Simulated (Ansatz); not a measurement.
Sb (honeycomb multilayer), computed twice by G0W0.

The cell holds 4 atoms: 4 Sb. Cell: a = 4.078 Å, b = 4.078 Å, c = 37.800 Å, α = 90.0°, β = 90.0°, γ = 120.0°. Regions: layer 1 (Sb-hc), 2 atoms (2 Sb); layer 2 (Sb-hc), 2 atoms (2 Sb). Vacuum lies along c.

```xyz
4
Lattice="4.0785 0.0000 0.0000 -2.0392 3.5321 0.0000 0.0000 0.0000 37.8000" Properties=species:S:1:pos:R:3
Sb    0.0000    2.3547   16.8918
Sb    2.0392    1.1774   15.2464
Sb    2.0392    1.1774   22.5536
Sb    0.0000    2.3547   20.9082
```

The structure was relaxed with PBE-D3(BJ). The runs that relaxed it are not among those shown. Spin-orbit coupling is left out unless a run names it.

The first (Ansatz 0.2.0; start PBE, 3×3×1 mesh, 647 empty bands, screening to 65 eV, PAW set soft_1 files; 4 threads of Arm Neoverse V1, shared host) gave, on its mesh: starting gap 0.89 eV, G0W0 gap 1.10 eV, mean of 1 + 4πα/V (set by the cell height) 7.10, 3.9 min.

Q: The second changes empty bands from 647 to 267 and screening cutoff (eV) from 65.0 to 36. What does it give?

It gave: starting gap 0.89 eV, G0W0 gap 0.93 eV, mean of 1 + 4πα/V (set by the cell height) 7.53, 43 s. The G0W0 gap moves by −0.17 eV, −0.0001 eV from the start and −0.17 eV from the correction. Σc changes by +0.35 eV at the valence top and +0.18 eV at the conduction bottom, and Σx − Vxc between them by −0.0001 eV.

Limits: not at the basis limit; coarse mesh for a sheet; no spin-orbit coupling.

[Paths, hosts, dates, memory and timing lines, banners, echoed tables and standing remarks are left out of the program output.]

[Logs are printed without paths, hosts, clocks, repeated set-up lines and the standing remarks that a program may print on its own settings, such as how far it seeks lower states.]

[Runs of the session that timed out or met a known fault of the program may be left out.]

[Cells called generated may have been cut or substituted from an entry of the Crystallography Open Database or the Materials Project.]

[Hosts, paths, dates, database ids (printed as entryN), source tags and the programs' standing remarks are cut or masked in the printed files.]
